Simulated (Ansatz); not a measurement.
# Al (Fm-3m) in Ansatz: notebook

One crystal, Al, is run at these levels: PBEsol; tasks: single point, equation of state.

All numbers are computed with Ansatz 0.2.0; they aren't measurements. Logs are shortened: lines on timing, memory, paths and dates and some standing lists are left out, and cuts for length are marked.

**The experiment to reproduce.**

“The interpretation of polycrystalline coherent inelastic neutron scattering from aluminium”, 2013, pmc:3831299 quotes, for a bulk crystal of Al: bulk modulus 76.9 GPa.

How close the calculation comes is told below.

**1. The structure**

The structure is cubic, space group Fm-3m (No. 225). Conventional cell: a = 4.050 Å, b = 4.050 Å, c = 4.050 Å, α = 90.00°, β = 90.00°, γ = 90.00°. Al (site symmetry m-3m) has 12 Al at 2.86 Å as nearest neighbours.

**2. Single point, PBEsol, 15.61 Å³/atom (volume scaled by 0.94)**

The input, input.yaml:

```yaml
crystal:
  lattice:
    - [0.0, 1.9834708509, 1.9834708509]
    - [1.9834708509, 0.0, 1.9834708509]
    - [1.9834708509, 1.9834708509, 0.0]
  atoms:
    - { symbol: Al, position: [0.0, 0.0, 0.0] }
kpoints:
  mp_grid: { grid: [11, 11, 11] }
scf:
  occupations: { method: fermi_dirac, width: 0.05 }
hamiltonian:
  xc: pbesol
  pseudopotentials: { kind: all_electron, lapw: { basis_error: 0.001 } }
output:
  forces: true
  stress: true
  eigenvalues: true
```

Potentials or basis: all-electron LAPW, scalar-relativistic.

Launch:

```
ansatz run input.yaml --threads 1 --pin off --max-ram 3072MiB --backend cpu --events-out ev --progress --plain --runs-dir out
```

The program printed:

```text
Warning: RAYON_NUM_THREADS=1 ignored (pool sized by the plan → 1); use --threads N
LAPW: plane waves up to 6.050 Å⁻¹, error target 1.0e-3 eV per atom; small_component_spin mean_spin; Al in spheres of 1.403 Å, 11 of its electrons in bands, Dirac shells [] (how accurate: hamiltonian.pseudopotentials.lapw.basis_error, Limitations)
Engine: ansatz 0.2.0, x86_64-unknown-linux-gnu
Pseudopotentials: kind: all_electron
Pseudopotential: Al, LAPW, valence charge 11, lapw/all_electron/scalar/gaussian/Al, Koelling and Harmon's equation, gaussian nucleus
Functional definition: PBEsol
  exchange = pbesol_x
  correlation = pbesol_c
Crystal: 1 atoms, lattice volume = 15.607 Å³
Basis set: ecut = 139.4346725818409 eV, 59 PW (Γ), exchange–correlation at level 2
Bands: 10, of which v1, the nominal top of the filled ones, is band 6 counted from 1 (5 counted from 0)
Symmetry: 48 space group operations
Space group: Fm-3m (ITA 225), of the structure as read, at distance tolerance 2.5e-5 Å
k-points: 56 of 1331
Non-local potential: Al, projectors of the file, none
Initial density: superposition of atomic densities (chi_scale 0.1, normalization cell)
Initial wavefunctions: plane waves of lowest kinetic energy (no species holds an atomic orbital)
Functional: x = pbesol(κ = 0.804, μ = 0.12345679012345678), c = pbesol(β = 0.046)
iter 1 solved again at ethr=9.59e-5 eV; its pass at ethr=1.00e-1 eV (dr2=1.06e-2 eV) is discarded
SCF iter   1: F=—  HF=-6594.609756 eV  |F-HF|=—  |Δ(HF+E_count)|=         —  Δρ=1.13e-2  dr2=1.07e-2  ethr=9.59e-5  ⟨swp⟩=3.3  Hψ=4306  notcnv=0
preconditioner: auto → none  [metal: Δε(μ)=0.096 eV  Ē_g=13.743 eV  σ=0.050 eV  W_gap=0.44  n_scr=0 (ndim 8)  ℏωp=16.3 eV  f_vac=0.000  D(μ)=0.49/eV (n_scr^D=0)]
SCF iter   2: F=—  HF=-6594.587073 eV  |F-HF|=—  |Δ(HF+E_count)|=   2.27e-2  Δρ=5.33e-3  dr2=2.41e-3  ethr=9.59e-5  ⟨swp⟩=2.0  Hψ=1555  notcnv=0
iter 3 solved again at ethr=7.89e-8 eV; its pass at ethr=2.19e-5 eV (dr2=8.68e-6 eV) is discarded
SCF iter   3: F=—  HF=-6594.582166 eV  |F-HF|=—  |Δ(HF+E_count)|=   4.91e-3  Δρ=2.85e-4  dr2=8.62e-6  ethr=7.89e-8  ⟨swp⟩=2.3  Hψ=2669  notcnv=0
SCF iter   4: F=—  HF=-6594.582146 eV  |F-HF|=—  |Δ(HF+E_count)|=   2.00e-5  Δρ=5.81e-5  dr2=4.93e-7  ethr=7.83e-8  ⟨swp⟩=2.0  Hψ=1538  notcnv=0
SCF iter   5: F=-6594.582146 eV  HF=-6594.582146 eV  |F-HF|=1.69e-9  |Δ(HF+E_count)|=   5.58e-9  Δρ=1.40e-6  dr2=9.76e-11  ethr=4.49e-9  ⟨swp⟩=2.0  Hψ=1538  notcnv=0
SCF 1 converged in 5 iterations: F = -6594.582146 eV  dr2 = 9.76e-11
SCF converged after 5 iterations
Free energy (F): -6594.582146 eV
Harris-Foulkes:  -6594.582146 eV  (|F-HF|=1.69e-9)
Internal energy: -6594.578275 eV  (E = F + TS)
E sigma→0 (E₀):  -6594.580210 eV
Entropy (-TS):   -0.003871 eV (-3.871 meV/atom)
Fermi energy:    10.454986 eV
--- Per-component energies (eV) ---
  E_band       = -492.445876
  E_kinetic    = 6607.466324
  E_xc         = -494.185398
  E_electrostatic = -12707.859200  (all electrons and nuclei)
  E_smearing   = -0.003871  (= −TS)
  E_closure    = 0.000000  (closes the sum)
  E_atoms      = -6590.488843  (free atoms, spherical and without spin; not in F)
  Σ components = -6594.582146   (vs F -6594.582146, Δ=0.00e0)
  Basis errors (estimates in eV, not in F): energy 2.9e-4 per atom: plane waves 2.7e-4 (1.4e-4 summed), levels above the bands 2.8e-130, relativity 2.6e-8, radial functions 1.9e-5, core shells 1.5e-16; eigenvalues (radial functions only) 2.7e-5; not estimated: angular momenta, meshes, grids; target (lapw.basis_error) 1.0e-3; muffin-tin radii Al 1.403 Å
--- Forces (eV/Å), atoms counted from 1 ---
  atom   1  Al    -0.00000000     0.00000000     0.00000000
  max |Σ_I F_I| component: 2.26e-32 eV/Å
--- Stress (GPa, compression-positive) ---
        3.381356       0.000000      -0.000000
        0.000000       3.381356       0.000000
       -0.000000       0.000000       3.381356
  P = ⅓ Tr σ = 3.3814 GPa (33.814 kbar)
--- Band table (eV; the first three rows and the last of 56) ---
  k-point 0: bands = ["-92.5034", "-54.1675", "-54.1675", "-54.1675", "-1.0600", "23.3731", "23.3731", "23.3731", "25.2729", "25.2729"]
  k-point 1: bands = ["-92.5031", "-54.1698", "-54.1678", "-54.1678", "-0.8269", "20.4527", "22.8023", "22.8023", "25.8217", "26.2046"]
  k-point 2: bands = ["-92.5023", "-54.1759", "-54.1688", "-54.1688", "-0.1302", "16.6921", "22.0898", "22.0898", "25.5388", "26.9806"]
  k-point 55: bands = ["-92.4984", "-54.1876", "-54.1861", "-54.1781", "8.9816", "9.2436", "10.7653", "12.8360", "24.8634", "27.9002"]
```

Wall time 2.1 s (1 thread of AMD EPYC 7R43 (Zen 3), shared host); peak memory 0.23 GiB.

What came out:

* Free energy: -6594.5821 eV
* Pressure: 3.4 GPa
* Band gap on the k mesh: none (metal or under the smearing width)

**3. Single point, PBEsol, 15.94 Å³/atom (volume scaled by 0.96)**

input.yaml: that of step 2 with these lines changed.

```diff
@@ -2,5 +2,5 @@
   lattice:
-    - [0.0, 1.9834708509, 1.9834708509]
-    - [1.9834708509, 0.0, 1.9834708509]
-    - [1.9834708509, 1.9834708509, 0.0]
+    - [0.0, 1.9974394157, 1.9974394157]
+    - [1.9974394157, 0.0, 1.9974394157]
+    - [1.9974394157, 1.9974394157, 0.0]
   atoms:
```

Potentials or basis: all-electron LAPW, scalar-relativistic.

Launch:

```
ansatz run input.yaml --threads 1 --pin off --max-ram 3072MiB --backend cpu --events-out ev --progress --plain --runs-dir out
```

It took 2.2 s on 1 thread of AMD EPYC 7R43 (Zen 3), shared host; peak memory 0.23 GiB.

Results (log left out):

* Free energy: -6594.5871 eV
* Pressure: 1.4 GPa
* Band gap on the k mesh: none (metal or under the smearing width)

**4. Single point, PBEsol, 16.27 Å³/atom (volume scaled by 0.98)**

input.yaml: that of step 3 with these lines changed.

```diff
@@ -2,5 +2,5 @@
   lattice:
-    - [0.0, 1.9974394157, 1.9974394157]
-    - [1.9974394157, 0.0, 1.9974394157]
-    - [1.9974394157, 1.9974394157, 0.0]
+    - [0.0, 2.0112152952, 2.0112152952]
+    - [2.0112152952, 0.0, 2.0112152952]
+    - [2.0112152952, 2.0112152952, 0.0]
   atoms:
```

Launch:

```
ansatz run input.yaml --threads 1 --pin off --max-ram 3072MiB --backend cpu --events-out ev --progress --plain --runs-dir out
```

Wall time 3.1 s (1 thread of AMD EPYC 7R43 (Zen 3), shared host); peak memory 0.23 GiB.

The run converged. Its results:

* Free energy: -6594.5881 eV
* Pressure: -0.3 GPa
* Band gap on the k mesh: none (metal or under the smearing width)

**5. Single point, PBEsol, 16.60 Å³/atom**

input.yaml: that of step 4 with these lines changed.

```diff
@@ -2,5 +2,5 @@
   lattice:
-    - [0.0, 2.0112152952, 2.0112152952]
-    - [2.0112152952, 0.0, 2.0112152952]
-    - [2.0112152952, 2.0112152952, 0.0]
+    - [0.0, 2.024805, 2.024805]
+    - [2.024805, 0.0, 2.024805]
+    - [2.024805, 2.024805, 0.0]
   atoms:
```

Launch:

```
ansatz run input.yaml --threads 1 --pin off --max-ram 3072MiB --backend cpu --events-out ev --progress --plain --runs-dir out
```

Run time: 2.4 s. Hardware: 1 thread of AMD EPYC 7R43 (Zen 3), shared host; peak memory 0.23 GiB.

Results (log left out):

```yaml
Free_energy: -6594.5858 eV
Pressure: -1.9 GPa
Band_gap_on_the_k_mesh: none (metal or under the smearing width)
```

**6. Single point, PBEsol, 16.93 Å³/atom (volume scaled by 1.02)**

input.yaml: that of step 5 with these lines changed.

```diff
@@ -2,5 +2,5 @@
   lattice:
-    - [0.0, 2.024805, 2.024805]
-    - [2.024805, 0.0, 2.024805]
-    - [2.024805, 2.024805, 0.0]
+    - [0.0, 2.0382146954, 2.0382146954]
+    - [2.0382146954, 0.0, 2.0382146954]
+    - [2.0382146954, 2.0382146954, 0.0]
   atoms:
```

Potentials or basis: all-electron LAPW, scalar-relativistic.

Launch:

```
ansatz run input.yaml --threads 1 --pin off --max-ram 3072MiB --backend cpu --events-out ev --progress --plain --runs-dir out
```

Wall time 2.5 s (1 thread of AMD EPYC 7R43 (Zen 3), shared host); peak memory 0.2 GiB.

It converged, with:

| Item | Value |
| --- | --- |
| Free energy | -6594.5803 eV |
| Pressure | -3.3 GPa |
| Band gap on the k mesh | none (metal or under the smearing width) |

**7. Single point, PBEsol, 17.27 Å³/atom (volume scaled by 1.04)**

input.yaml: that of step 6 with these lines changed.

```diff
@@ -2,5 +2,5 @@
   lattice:
-    - [0.0, 2.0382146954, 2.0382146954]
-    - [2.0382146954, 0.0, 2.0382146954]
-    - [2.0382146954, 2.0382146954, 0.0]
+    - [0.0, 2.0514502267, 2.0514502267]
+    - [2.0514502267, 0.0, 2.0514502267]
+    - [2.0514502267, 2.0514502267, 0.0]
   atoms:
```

Launch:

```
ansatz run input.yaml --threads 1 --pin off --max-ram 3072MiB --backend cpu --events-out ev --progress --plain --runs-dir out
```

Wall time 2 s (1 thread of AMD EPYC 7R43 (Zen 3), shared host); peak memory 0.23 GiB.

Results (log left out):

```yaml
Free_energy: -6594.5720 eV
Pressure: -4.6 GPa
Band_gap_on_the_k_mesh: none (metal or under the smearing width)
```

**8. Single point, PBEsol, 17.60 Å³/atom (volume scaled by 1.06)**

input.yaml: that of step 7 with these lines changed.

```diff
@@ -2,5 +2,5 @@
   lattice:
-    - [0.0, 2.0514502267, 2.0514502267]
-    - [2.0514502267, 0.0, 2.0514502267]
-    - [2.0514502267, 2.0514502267, 0.0]
+    - [0.0, 2.0645171409, 2.0645171409]
+    - [2.0645171409, 0.0, 2.0645171409]
+    - [2.0645171409, 2.0645171409, 0.0]
   atoms:
```

Launch:

```
ansatz run input.yaml --threads 1 --pin off --max-ram 3072MiB --backend cpu --events-out ev --progress --plain --runs-dir out
```

Run time: 2.1 s. Hardware: 1 thread of AMD EPYC 7R43 (Zen 3), shared host; peak memory 0.22 GiB.

The run converged. Its results:

- Free energy: -6594.5613 eV
- Pressure: -5.7 GPa
- Band gap on the k mesh: none (metal or under the smearing width)

**9. Equation of state, PBEsol**

Potentials or basis: all-electron LAPW, scalar-relativistic.

No new run: the results of the series are fitted here.

Results:

| Item | Value |
| --- | --- |
| Equilibrium volume | 16.20 Å³/atom |
| Bulk modulus | 83 GPa |
| Pressure derivative of the bulk modulus | 4.4 |

Energy against volume, from the lowest point:
| volume (Å³/atom) | energy (meV/atom) |
| --- | --- |
| 15.607 | 5.99 |
| 15.939 | 1.07 |
| 16.271 | 0.00 |
| 16.603 | 2.38 |
| 16.935 | 7.87 |
| 17.267 | 16.11 |
| 17.599 | 26.83 |

**10. How close it comes**

Step 9. Measured bulk modulus of Al: 76.9 GPa (quoted in “The interpretation of polycrystalline coherent inelastic neutron scattering from aluminium”, 2013, pmc:3831299). This calculation gives 83 GPa (+8.1 %). The fit is for a static lattice scaled at fixed shape and fixed fractional positions. The cell as given is a measured one (16.60 Å³/atom); PBEsol puts the equilibrium volume -2.4 % from it, thermal expansion not counted.
